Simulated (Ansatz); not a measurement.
The system is Zn.

```
Zn
1.0
     2.67000    0.00000    0.00000
    -1.33500    2.31229    0.00000
     0.00000    0.00000    4.96600
Zn
2
Direct
  0.66667 0.33333 0.75000
  0.33333 0.66667 0.25000
```

Program: Ansatz 0.2.0. Alike in all runs: task single point; potentials or basis all-electron LAPW, scalar-relativistic; no spin polarisation; k mesh 11 × 11 × 6; cutoff (eV) 264; basis error allowed 0.001 eV/atom.

Task: Order these runs on this cell by their pressure, lowest first.
A. level RPBE; cell as given; smearing gaussian 0.05 eV
B. level LDA; cell as given; smearing gaussian 0.02 eV
C. level PBE; cell as given; smearing methfessel-paxton 0.2 eV
D. level PBEsol; cell strain_shear_xy = 0; smearing fermi-dirac 0.05 eV

Result: B (-9.1 GPa), D (-5.6 GPa), C (-0.7 GPa), A (2.4 GPa).
